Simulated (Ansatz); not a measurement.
## Cr(100) with 4 layers of random Cr-V, 2x2: scattering by chemical disorder

How strongly does chemical disorder scatter in Cr(100) with 4 layers of random Cr-V, 2x2?

Calculated with Ansatz 0.2.0; Ansatz plane-wave DFT, PBE, PAW files; ballistic transport by layer matching (Landauer), zero bias; PAW set soft_1.

## 1. The starting structure

The cell holds 56 atoms: 48 Cr and 8 V. Its edges and angles: a = 5.768 Å, b = 5.768 Å, c = 20.187 Å, α = 90.0°, β = 90.0°, γ = 90.0°. It derives from Cr. Regions: lead, 40 atoms (40 Cr); scattering region, 16 atoms (8 V and 8 Cr). The structure is stacked along c, and the current runs across the ab planes.

## 2. With 4 alloy layers

In 4 layers a share of 0.5 of the sites is given to V at random. The layers about the cell's end stay perfect and serve as the lead. Disorder leaves little or no symmetry, which makes such runs dear. Energies from -0.05 to 0.05 eV in steps of 0.05 eV are too few for the program's thermal sum, so it prints no conductance; for a metal the transmission near the Fermi level serves, at a fraction of the cost.

File input.yaml:

```yaml
crystal:
  lattice:
    - [5.7678, 0.0, 0.0]
    - [0.0, 5.7678, 0.0]
    - [0.0, 0.0, 20.1873]
  atoms:
    - { symbol: Cr, position: [0.0, 0.0, 0.0357142857] }
    - { symbol: Cr, position: [0.0, 0.5, 0.0357142857] }
    - { symbol: Cr, position: [0.5, 0.0, 0.0357142857] }
    - { symbol: Cr, position: [0.5, 0.5, 0.0357142857] }
    - { symbol: Cr, position: [0.25, 0.25, 0.1071428571] }
    - { symbol: Cr, position: [0.25, 0.75, 0.1071428571] }
    - { symbol: Cr, position: [0.75, 0.25, 0.1071428571] }
    - { symbol: Cr, position: [0.75, 0.75, 0.1071428571] }
    - { symbol: Cr, position: [0.0, 0.0, 0.1785714286] }
    - { symbol: Cr, position: [0.0, 0.5, 0.1785714286] }
    - { symbol: Cr, position: [0.5, 0.0, 0.1785714286] }
    - { symbol: Cr, position: [0.5, 0.5, 0.1785714286] }
    - { symbol: Cr, position: [0.25, 0.25, 0.25] }
    - { symbol: Cr, position: [0.25, 0.75, 0.25] }
    - { symbol: Cr, position: [0.75, 0.25, 0.25] }
    - { symbol: Cr, position: [0.75, 0.75, 0.25] }
    - { symbol: Cr, position: [0.0, 0.0, 0.3214285714] }
    - { symbol: Cr, position: [0.0, 0.5, 0.3214285714] }
    - { symbol: Cr, position: [0.5, 0.0, 0.3214285714] }
    - { symbol: Cr, position: [0.5, 0.5, 0.3214285714] }
    - { symbol: V, position: [0.25, 0.25, 0.3928571429] }
    - { symbol: Cr, position: [0.25, 0.75, 0.3928571429] }
    - { symbol: Cr, position: [0.75, 0.25, 0.3928571429] }
    - { symbol: Cr, position: [0.75, 0.75, 0.3928571429] }
    - { symbol: V, position: [0.0, 0.0, 0.4642857143] }
    - { symbol: Cr, position: [0.0, 0.5, 0.4642857143] }
    - { symbol: V, position: [0.5, 0.0, 0.4642857143] }
    - { symbol: V, position: [0.5, 0.5, 0.4642857143] }
    - { symbol: V, position: [0.25, 0.25, 0.5357142857] }
    - { symbol: Cr, position: [0.25, 0.75, 0.5357142857] }
    - { symbol: Cr, position: [0.75, 0.25, 0.5357142857] }
    - { symbol: Cr, position: [0.75, 0.75, 0.5357142857] }
    - { symbol: V, position: [0.0, 0.0, 0.6071428571] }
    - { symbol: V, position: [0.0, 0.5, 0.6071428571] }
    - { symbol: Cr, position: [0.5, 0.0, 0.6071428571] }
    - { symbol: V, position: [0.5, 0.5, 0.6071428571] }
    - { symbol: Cr, position: [0.25, 0.25, 0.6785714286] }
    - { symbol: Cr, position: [0.25, 0.75, 0.6785714286] }
    - { symbol: Cr, position: [0.75, 0.25, 0.6785714286] }
    - { symbol: Cr, position: [0.75, 0.75, 0.6785714286] }
    - { symbol: Cr, position: [0.0, 0.0, 0.75] }
    - { symbol: Cr, position: [0.0, 0.5, 0.75] }
    - { symbol: Cr, position: [0.5, 0.0, 0.75] }
    - { symbol: Cr, position: [0.5, 0.5, 0.75] }
    - { symbol: Cr, position: [0.25, 0.25, 0.8214285714] }
    - { symbol: Cr, position: [0.25, 0.75, 0.8214285714] }
    - { symbol: Cr, position: [0.75, 0.25, 0.8214285714] }
    - { symbol: Cr, position: [0.75, 0.75, 0.8214285714] }
    - { symbol: Cr, position: [0.0, 0.0, 0.8928571429] }
    - { symbol: Cr, position: [0.0, 0.5, 0.8928571429] }
    - { symbol: Cr, position: [0.5, 0.0, 0.8928571429] }
    - { symbol: Cr, position: [0.5, 0.5, 0.8928571429] }
    - { symbol: Cr, position: [0.25, 0.25, 0.9642857143] }
    - { symbol: Cr, position: [0.25, 0.75, 0.9642857143] }
    - { symbol: Cr, position: [0.75, 0.25, 0.9642857143] }
    - { symbol: Cr, position: [0.75, 0.75, 0.9642857143] }
kpoints:
  mp_grid: { grid: [4, 4, 1] }
hamiltonian:
  xc: pbe
  pseudopotentials: { kind: paw, azcp: { folder: soft_1 } }
scf:
  occupations: { method: fermi_dirac, width: 0.1 }
output:
  transmission: { leads: [[0, 4]], kmesh: [8, 8], e_range: [-0.05, 0.05], de: 0.05 }
  write_potential: true
  write_density: true
  volumetric_format: npy
```

On the command line:

```sh
$ ansatz run input.yaml --threads 4 --pin off --max-ram 15360MiB --backend cpu --events-out ev --progress --plain --runs-dir out
```

Numbers of over 12 decimals in the logs are rounded to 6 here.

Output:

```text
Engine: ansatz 0.2.0, aarch64-unknown-linux-gnu
Pseudopotentials: kind: paw
Pseudopotential: Cr, paw, valence charge 14, recommended cutoff 420 eV (normal), soft_1/Cr.paw.azcp
Pseudopotential: V, paw, valence charge 13, recommended cutoff 420 eV (normal), soft_1/V.paw.azcp
Functional definition: PBE
  parameter kappa = 0.804
  parameter beta = 0.066725
  exchange = pbe_x(kappa = kappa, mu = beta*pi^2/3)
  correlation = pbe_c(beta = beta)
Crystal: 56 atoms, lattice volume = 671.581 Å³
Basis set: ecut = 420 eV, 13135 PW (Γ)
Bands: 466, of which v1, the nominal top of the filled ones, is band 388 counted from 1 (387 counted from 0)
Symmetry: 2 space group operations
Space group: Cm (ITA 8), of the structure as read, at distance tolerance 8.8e-5 Å
k-points: 7 of 16 (time reversal used)
Non-local potential: Cr, projectors of the file, l = 0: 3, l = 1: 2, l = 2: 3, l = 3: 1
Non-local potential: V, projectors of the file, l = 0: 3, l = 1: 2, l = 2: 3, l = 3: 1
PAW form: soft (Blöchl's): semilocal exchange-correlation on the pseudo side does not see the compensation charge
PAW one-centre angular grid: Cr, 590 points (default); XC on 64 Gauss nodes
PAW one-centre angular grid: V, 590 points (default); XC on 64 Gauss nodes
Initial density: superposition of atomic densities (chi_scale 0.1, normalization cell, long waves kept (reshape's long-wave potential 0.41 eV rms))
Initial wavefunctions: pseudopotential atomic-orbital guess
Functional: x = pbe(κ = 0.804, μ = 0.219515), c = pbe(β = 0.066725)
SCF iter   1: F=—  HF=-185587.778906 eV  |F-HF|=—  |Δ(HF+E_count)|=         —  Δρ=3.83e-1  dr2=5.99e3  ethr=3.10e-3  ⟨swp⟩=4.1  Hψ=10750  notcnv=0
preconditioner: auto → Kerker (q_TF=auto, 2.795 Å⁻¹)  [metal: Δε(μ)=0.001 eV  Ē_g=4.262 eV  σ=0.100 eV  W_gap=0.00  n_scr=260 (ndim 8)  ℏωp=26.0 eV  f_vac=0.000  D(μ)=64.49/eV (n_scr^D=822)]
SCF iter   2: F=—  HF=-185467.410719 eV  |F-HF|=—  |Δ(HF+E_count)|=    1.20e2  Δρ=1.67e-1  dr2=2.35e3  ethr=3.10e-3  ⟨swp⟩=3.7  Hψ=8372  notcnv=0
SCF iter   3: F=—  HF=-185437.261163 eV  |F-HF|=—  |Δ(HF+E_count)|=    3.01e1  Δρ=5.09e-2  dr2=5.13e2  ethr=3.10e-3  ⟨swp⟩=5.6  Hψ=5845  notcnv=0
SCF iter   4: F=—  HF=-185433.604724 eV  |F-HF|=—  |Δ(HF+E_count)|=    3.66e0  Δρ=2.27e-2  dr2=6.85e1  ethr=3.10e-3  ⟨swp⟩=6.0  Hψ=4792  notcnv=0
SCF iter   5: F=—  HF=-185432.619055 eV  |F-HF|=—  |Δ(HF+E_count)|=   9.86e-1  Δρ=1.79e-2  dr2=3.52e0  ethr=3.10e-3  ⟨swp⟩=4.4  Hψ=6613  notcnv=0
SCF iter   6: F=—  HF=-185432.419245 eV  |F-HF|=—  |Δ(HF+E_count)|=   2.00e-1  Δρ=3.10e-3  dr2=2.16e-1  ethr=4.54e-4  ⟨swp⟩=4.7  Hψ=5283  notcnv=0
SCF iter   7: F=—  HF=-185432.427214 eV  |F-HF|=—  |Δ(HF+E_count)|=   7.97e-3  Δρ=1.87e-3  dr2=1.91e-1  ethr=2.78e-5  ⟨swp⟩=2.3  Hψ=4566  notcnv=0
SCF iter   8: F=—  HF=-185432.423683 eV  |F-HF|=—  |Δ(HF+E_count)|=   3.53e-3  Δρ=5.86e-4  dr2=1.30e-2  ethr=2.46e-5  ⟨swp⟩=1.3  Hψ=3264  notcnv=0
SCF iter   9: F=—  HF=-185432.423534 eV  |F-HF|=—  |Δ(HF+E_count)|=   1.48e-4  Δρ=2.35e-4  dr2=1.15e-3  ethr=1.67e-6  ⟨swp⟩=2.0  Hψ=3821  notcnv=0
SCF iter  10: F=—  HF=-185432.423531 eV  |F-HF|=—  |Δ(HF+E_count)|=   3.07e-6  Δρ=7.08e-5  dr2=9.08e-5  ethr=1.49e-7  ⟨swp⟩=2.0  Hψ=4131  notcnv=0
SCF iter  11: F=—  HF=-185432.423309 eV  |F-HF|=—  |Δ(HF+E_count)|=   2.23e-4  Δρ=2.73e-5  dr2=1.89e-5  ethr=1.17e-8  ⟨swp⟩=2.0  Hψ=4182  notcnv=0
SCF iter  12: F=—  HF=-185432.423308 eV  |F-HF|=—  |Δ(HF+E_count)|=   6.80e-7  Δρ=1.38e-5  dr2=3.41e-6  ethr=2.44e-9  ⟨swp⟩=2.0  Hψ=4124  notcnv=0
SCF iter  13: F=—  HF=-185432.423308 eV  |F-HF|=—  |Δ(HF+E_count)|=   1.20e-7  Δρ=2.79e-6  dr2=1.83e-7  ethr=4.39e-10  ⟨swp⟩=2.0  Hψ=3993  notcnv=0
SCF iter  14: F=-185432.423308 eV  HF=-185432.423308 eV  |F-HF|=5.50e-8  |Δ(HF+E_count)|=   7.45e-9  Δρ=1.67e-6  dr2=5.50e-8  ethr=1.29e-11  ⟨swp⟩=7.1  Hψ=9529  notcnv=0
SCF 1 converged in 14 iterations: F = -185432.423308 eV  dr2 = 5.50e-8
  greatest PAW one-centre occupation: 1.000 electrons in one spin orbital (limit 2), on the Cr atom at site 34 (counted from 0), in its partial waves of l = 0
transmission: 60 of 546 steps passed
transmission: 111 of 546 steps passed
[...]
transmission: 546 of 546 steps passed
SCF converged after 14 iterations
Free energy (F): -185432.423308 eV
Harris-Foulkes:  -185432.423308 eV  (|F-HF|=5.50e-8)
Internal energy: -185431.215103 eV  (E = F + TS)
E sigma→0 (E₀):  -185431.819206 eV
Entropy (-TS):   -1.208205 eV (-21.575 meV/atom)
Fermi energy:    18.608035 eV
--- Per-component energies (eV) ---
  E_band       = -8368.494764
  E_kinetic    = 16901.485993
  E_local      = -61815.124284  (includes V_loc(G=0)·N_el)
  E_nonlocal   = 2657.228398
  E_hartree    = 28393.574447
  E_xc         = -6504.475559
  E_vxc        = -8273.710363  (∫ρ·V_xc dr)
  E_paw        = -67481.414932  (= ΣΔE_a)
  E_vpaw       = -14625.577846  (= ΣTr[D̂ρ^β])
  E_aug_tail   = 0.051449  (compensation charges beyond the density's cutoff)
  E_ewald      = -97582.540615
  E_smearing   = -1.208205  (= −TS)
  E_closure    = -0.000000  (closes the sum)
  Σ components = -185432.423308   (vs F -185432.423308, Δ=0.00e0)
--- Band table (eV; the first three rows and the last of 7) ---
  k-point 0: bands = [... 384 lower, 18.7762, 18.7841, 18.7962, 18.8001, 18.8021, 18.8236, 18.8253, 18.8297, ... 74 higher]
  k-point 1: bands = [... 384 lower, 18.6553, 18.6623, 18.6644, 18.6807, 18.7147, 18.7220, 18.7358, 18.7773, ... 74 higher]
  k-point 2: bands = [... 384 lower, 18.1705, 18.2616, 18.3548, 18.3887, 18.9267, 18.9518, 18.9595, 18.9668, ... 74 higher]
  k-point 6: bands = [... 384 lower, 17.6983, 17.7327, 17.7470, 17.8407, 18.3461, 18.3959, 18.4141, 18.4697, ... 74 higher]
--- Transmission ---
  basis      : 293 plane waves across, 26 finite elements along
  points     : 21, standing for a mesh of 8 x 8
  energies   : 3 from -0.050000 to 0.050000 eV about the Fermi level, 0.050000 eV apart; the leads are filled to 0.000000 eV, and channels, transmission and decay are at 0.000000 eV
  crystal 0  : Cr4, at the sites [0, 4], period 1.4419 Å, over 14.42 Å; its Hamiltonian steps by up to 6.9 meV
    offset         : up to 0.0000 Å between an atom of the period and one for which it stands
    channels       : 5.468750e0 a spin
    conductance    : none, the energies end too early or step too widely for 300 K: set another output.transmission.e_range or a lower de, or, where they end at an eighth of basis.ecutwfc, a higher one
    slowest decay  : 0.0314 /Å at (0.5000, 0.3750)
  junction   : crystal 0 to crystal 0, 0.70 to 19.44 Å
    transmission   : 3.327410e0 a spin
    conductance    : none, the energies end too early or step too widely for 300 K: set another output.transmission.e_range or a lower de, or, where they end at an eighth of basis.ecutwfc, a higher one
```

It took 8.8 min on 4 threads of Arm Neoverse V1, shared host; peak memory 6.1 GiB.

This run has no spin polarisation, although Cr and V can carry a moment.

This step gave:

| Item | Value |
| --- | --- |
| free energy | -185432.4233 eV |
| energy at zero smearing | -185431.8192 eV |
| Fermi energy | 18.61 eV |
| cell area | 33.27 Å² |
| transmission per spin nearest the Fermi level | 3.327 |
| open channels per spin nearest the Fermi level | 5.469 |
| step of the lead's potential | 6.9 meV |

Per spin. Transmission, zone mean against energy, zero at the Fermi level:

| energy (eV) | transmission, zone mean |
| --- | --- |
| -0.0500 | 3.33 |
| 0.0000 | 3.33 |
| 0.0500 | 3.22 |

Per spin. Table of open channels, zone mean, lead by energy, zero at the Fermi level:

| energy (eV) | open channels, zone mean, lead |
| --- | --- |
| -0.0500 | 4.72 |
| 0.0000 | 5.47 |
| 0.0500 | 5.41 |

Transmission over k1 and k2. At 0.0000 eV from the Fermi level.

Ten even steps from '0' (0.0) to '9' (10.1):
```
00123210
11135311
22399932
33599953
22399932
11135311
00123210
00123210
```
Columns: k1 (b1) from -0.5 to 0.375; rows upwards: k2 (b2) from -0.5 to 0.375.

Open channels over k1 and k2. At 0.0000 eV from the Fermi level.

Values, 8 rows by 8 columns:
```
 0.0  1.0  3.0  5.0  5.0  5.0  3.0  1.0
 2.0  3.0  2.0  7.0 10.0  7.0  2.0  3.0
 4.0  5.0  7.0 14.0 14.0 14.0  7.0  5.0
 4.0  5.0 10.0 14.0 14.0 14.0 10.0  5.0
 4.0  5.0  7.0 14.0 14.0 14.0  7.0  5.0
 2.0  3.0  2.0  7.0 10.0  7.0  2.0  3.0
 0.0  1.0  3.0  5.0  5.0  5.0  3.0  1.0
 0.0  0.0  2.0  4.0  4.0  4.0  2.0  0.0
```
Columns: k1 (b1) from -0.5 to 0.375; rows upwards: k2 (b2) from -0.5 to 0.375.

Over the solved energies the transmission per spin lies between 3.22 and 3.33, out of 5.20 channels of the lead on average (up to 5.47).

## 3. With 8 alloy layers

In 8 layers a share of 0.5 of the sites is given to V at random. A fresh draw is used; the growth of the resistance with length is what counts.

System of this step: Cr(100) with 8 layers of random Cr-V, 2x2. The cell holds 72 atoms: 56 Cr and 16 V. Its edges and angles: a = 5.768 Å, b = 5.768 Å, c = 25.955 Å, α = 90.0°, β = 90.0°, γ = 90.0°. It derives from Cr. Regions: lead, 40 atoms (40 Cr); scattering region, 32 atoms (16 Cr and 16 V). The structure is stacked along c, and the current runs across the ab planes.

File input.yaml:

```yaml
crystal:
  lattice:
    - [5.7678, 0.0, 0.0]
    - [0.0, 5.7678, 0.0]
    - [0.0, 0.0, 25.9551]
  atoms:
    - { symbol: Cr, position: [0.0, 0.0, 0.0277777778] }
    - { symbol: Cr, position: [0.0, 0.5, 0.0277777778] }
    - { symbol: Cr, position: [0.5, 0.0, 0.0277777778] }
    - { symbol: Cr, position: [0.5, 0.5, 0.0277777778] }
    - { symbol: Cr, position: [0.25, 0.25, 0.0833333333] }
    - { symbol: Cr, position: [0.25, 0.75, 0.0833333333] }
    - { symbol: Cr, position: [0.75, 0.25, 0.0833333333] }
    - { symbol: Cr, position: [0.75, 0.75, 0.0833333333] }
    - { symbol: Cr, position: [0.0, 0.0, 0.1388888889] }
    - { symbol: Cr, position: [0.0, 0.5, 0.1388888889] }
    - { symbol: Cr, position: [0.5, 0.0, 0.1388888889] }
    - { symbol: Cr, position: [0.5, 0.5, 0.1388888889] }
    - { symbol: Cr, position: [0.25, 0.25, 0.1944444444] }
    - { symbol: Cr, position: [0.25, 0.75, 0.1944444444] }
    - { symbol: Cr, position: [0.75, 0.25, 0.1944444444] }
    - { symbol: Cr, position: [0.75, 0.75, 0.1944444444] }
    - { symbol: Cr, position: [0.0, 0.0, 0.25] }
    - { symbol: Cr, position: [0.0, 0.5, 0.25] }
    - { symbol: Cr, position: [0.5, 0.0, 0.25] }
    - { symbol: Cr, position: [0.5, 0.5, 0.25] }
    - { symbol: Cr, position: [0.25, 0.25, 0.3055555556] }
    - { symbol: Cr, position: [0.25, 0.75, 0.3055555556] }
    - { symbol: Cr, position: [0.75, 0.25, 0.3055555556] }
    - { symbol: V, position: [0.75, 0.75, 0.3055555556] }
    - { symbol: V, position: [0.0, 0.0, 0.3611111111] }
    - { symbol: Cr, position: [0.0, 0.5, 0.3611111111] }
    - { symbol: V, position: [0.5, 0.0, 0.3611111111] }
    - { symbol: Cr, position: [0.5, 0.5, 0.3611111111] }
    - { symbol: V, position: [0.25, 0.25, 0.4166666667] }
    - { symbol: V, position: [0.25, 0.75, 0.4166666667] }
    - { symbol: Cr, position: [0.75, 0.25, 0.4166666667] }
    - { symbol: V, position: [0.75, 0.75, 0.4166666667] }
    - { symbol: Cr, position: [0.0, 0.0, 0.4722222222] }
    - { symbol: Cr, position: [0.0, 0.5, 0.4722222222] }
    - { symbol: Cr, position: [0.5, 0.0, 0.4722222222] }
    - { symbol: V, position: [0.5, 0.5, 0.4722222222] }
    - { symbol: V, position: [0.25, 0.25, 0.5277777778] }
    - { symbol: V, position: [0.25, 0.75, 0.5277777778] }
    - { symbol: V, position: [0.75, 0.25, 0.5277777778] }
    - { symbol: V, position: [0.75, 0.75, 0.5277777778] }
    - { symbol: Cr, position: [0.0, 0.0, 0.5833333333] }
    - { symbol: Cr, position: [0.0, 0.5, 0.5833333333] }
    - { symbol: V, position: [0.5, 0.0, 0.5833333333] }
    - { symbol: V, position: [0.5, 0.5, 0.5833333333] }
    - { symbol: V, position: [0.25, 0.25, 0.6388888889] }
    - { symbol: Cr, position: [0.25, 0.75, 0.6388888889] }
    - { symbol: Cr, position: [0.75, 0.25, 0.6388888889] }
    - { symbol: Cr, position: [0.75, 0.75, 0.6388888889] }
    - { symbol: Cr, position: [0.0, 0.0, 0.6944444444] }
    - { symbol: Cr, position: [0.0, 0.5, 0.6944444444] }
    - { symbol: V, position: [0.5, 0.0, 0.6944444444] }
    - { symbol: V, position: [0.5, 0.5, 0.6944444444] }
    - { symbol: Cr, position: [0.25, 0.25, 0.75] }
    - { symbol: Cr, position: [0.25, 0.75, 0.75] }
    - { symbol: Cr, position: [0.75, 0.25, 0.75] }
    - { symbol: Cr, position: [0.75, 0.75, 0.75] }
    - { symbol: Cr, position: [0.0, 0.0, 0.8055555556] }
    - { symbol: Cr, position: [0.0, 0.5, 0.8055555556] }
    - { symbol: Cr, position: [0.5, 0.0, 0.8055555556] }
    - { symbol: Cr, position: [0.5, 0.5, 0.8055555556] }
    - { symbol: Cr, position: [0.25, 0.25, 0.8611111111] }
    - { symbol: Cr, position: [0.25, 0.75, 0.8611111111] }
    - { symbol: Cr, position: [0.75, 0.25, 0.8611111111] }
    - { symbol: Cr, position: [0.75, 0.75, 0.8611111111] }
    - { symbol: Cr, position: [0.0, 0.0, 0.9166666667] }
    - { symbol: Cr, position: [0.0, 0.5, 0.9166666667] }
    - { symbol: Cr, position: [0.5, 0.0, 0.9166666667] }
    - { symbol: Cr, position: [0.5, 0.5, 0.9166666667] }
    - { symbol: Cr, position: [0.25, 0.25, 0.9722222222] }
    - { symbol: Cr, position: [0.25, 0.75, 0.9722222222] }
    - { symbol: Cr, position: [0.75, 0.25, 0.9722222222] }
    - { symbol: Cr, position: [0.75, 0.75, 0.9722222222] }
kpoints:
  mp_grid: { grid: [4, 4, 1] }
hamiltonian:
  xc: pbe
  pseudopotentials: { kind: paw, azcp: { folder: soft_1 } }
scf:
  occupations: { method: fermi_dirac, width: 0.1 }
output:
  transmission: { leads: [[0, 4]], kmesh: [8, 8], e_range: [-0.05, 0.05], de: 0.05 }
  write_potential: true
  write_density: true
  volumetric_format: npy
```

Output:

```text
[...]
Crystal: 72 atoms, lattice volume = 863.462 Å³
Basis set: ecut = 420 eV, 16939 PW (Γ)
Bands: 596, of which v1, the nominal top of the filled ones, is band 496 counted from 1 (495 counted from 0)
Symmetry: 1 space group operations
[...]
k-points: 10 of 16 (time reversal used)
[...]
SCF iter   1: F=—  HF=-236054.028145 eV  |F-HF|=—  |Δ(HF+E_count)|=         —  Δρ=5.07e-1  dr2=4.94e4  ethr=3.10e-3  ⟨swp⟩=4.5  Hψ=19764  notcnv=0
[...]
SCF iter  15: F=-235754.201441 eV  HF=-235754.201441 eV  |F-HF|=2.49e-8  |Δ(HF+E_count)|=   4.51e-9  Δρ=1.15e-6  dr2=2.57e-8  ethr=1.01e-11  ⟨swp⟩=10.3  Hψ=21560  notcnv=0
SCF 1 converged in 15 iterations: F = -235754.201441 eV  dr2 = 2.57e-8
[...]
transmission: 114 of 1122 steps passed
transmission: 231 of 1122 steps passed
[...]
transmission: 1122 of 1122 steps passed
SCF converged after 15 iterations
Free energy (F): -235754.201441 eV
[...]
Internal energy: -235752.450578 eV  (E = F + TS)
E sigma→0 (E₀):  -235753.326010 eV
Entropy (-TS):   -1.750863 eV (-24.318 meV/atom)
Fermi energy:    18.613361 eV
[...]
--- Band table (eV; the first three rows and the last of 10) ---
  k-point 0: bands = [... 492 lower, 18.7340, 18.7457, 18.7477, 18.7540, 18.7635, 18.8010, 18.8148, 18.8434, ... 96 higher]
  k-point 1: bands = [... 492 lower, 18.6650, 18.6944, 18.7220, 18.7248, 18.7551, 18.7756, 18.8266, 18.8356, ... 96 higher]
  k-point 2: bands = [... 492 lower, 18.3988, 18.4209, 18.4282, 18.4657, 18.6414, 18.6541, 18.7153, 18.7213, ... 96 higher]
  k-point 9: bands = [... 492 lower, 17.8773, 17.8862, 17.9106, 17.9518, 17.9570, 17.9736, 18.0175, 18.0491, ... 96 higher]
--- Transmission ---
  basis      : 293 plane waves across, 33 finite elements along
  points     : 34, standing for a mesh of 8 x 8
[...]
channels       : 5.468750e0 a spin
[...]
slowest decay  : 0.0346 /Å at (0.5000, 0.3750)
  junction   : crystal 0 to crystal 0, 0.70 to 25.21 Å
    transmission   : 2.737586e0 a spin
[...]
```

The job ended after 23 min (4 threads; peak memory 9.1 GiB).

This step gave:

```yaml
free_energy: -235754.2014 eV
energy_at_zero_smearing: -235753.3260 eV
transmission_per_spin_nearest_the_fermi_level: 2.738
step_of_the_lead_s_potential: 5 meV
```

Per spin. The transmission, zone mean by energy, zero at the Fermi level:

| energy (eV) | transmission, zone mean |
| --- | --- |
| -0.0500 | 2.79 |
| 0.0000 | 2.74 |
| 0.0500 | 2.59 |

Over the solved energies the transmission per spin lies between 2.59 and 2.79, out of 5.32 channels of the lead on average (up to 5.47).

[end of part 1 of 2]

[Logs are printed without paths, hosts, clocks, repeated set-up lines and the standing remarks that a program may print on its own settings, such as how far it seeks lower states.]

[Hosts, paths, dates, database ids (printed as entryN), source tags and the programs' standing remarks are cut or masked in the printed files.]
